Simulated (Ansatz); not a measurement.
Zincblende NaH (r2SCAN geometry), in Ansatz:

```
CELL_PARAMETERS angstrom
0.00000 2.59692 2.59692
2.59692 0.00000 2.59692
2.59692 2.59692 0.00000
ATOMIC_POSITIONS crystal
Na 0.00000 0.00000 0.00000
H 0.25000 0.25000 0.25000
```

G0W0@PBE with 192 empty bands, a screening cutoff of 180 eV and a 6×6×6 mesh (PAW, contour deformation) gives 5.850 eV over the mesh points, from a PBE gap of 3.634 eV; it sums over 197 bands with 181 plane waves in the screening and a wave cutoff of 420 eV. G0W0 values are finite-basis, finite-mesh values. Spin-unpolarised throughout. Whether this structure exists isn't addressed.

Question: Another run gave a Kohn-Sham gap of 4.069 eV and a G0W0 gap of 6.229 eV, summing over 197 bands with 181 plane waves in the screening and a wave cutoff of 500 eV. What was changed?

Answer: Starting point r2SCAN, with them a wave cutoff of 500 eV. The Kohn-Sham gap has moved while bands and screening basis stay; the higher wave cutoff is that of a meta-GGA.

Question: Estimate the gap with starting point PBE0.

Answer: 6.878 eV (+1.028 eV), from a Kohn-Sham gap of 5.343 eV.

Question: Estimate the gap with potentials of the kind norm-conserving, with them a wave cutoff of 1197 eV.

Answer: 5.836 eV (-0.014 eV), from a Kohn-Sham gap of 3.635 eV.

Question: Estimate the gap with empty bands 79, screening cutoff 100 eV.

Answer: 5.751 eV (-0.099 eV), from a Kohn-Sham gap of 3.634 eV.
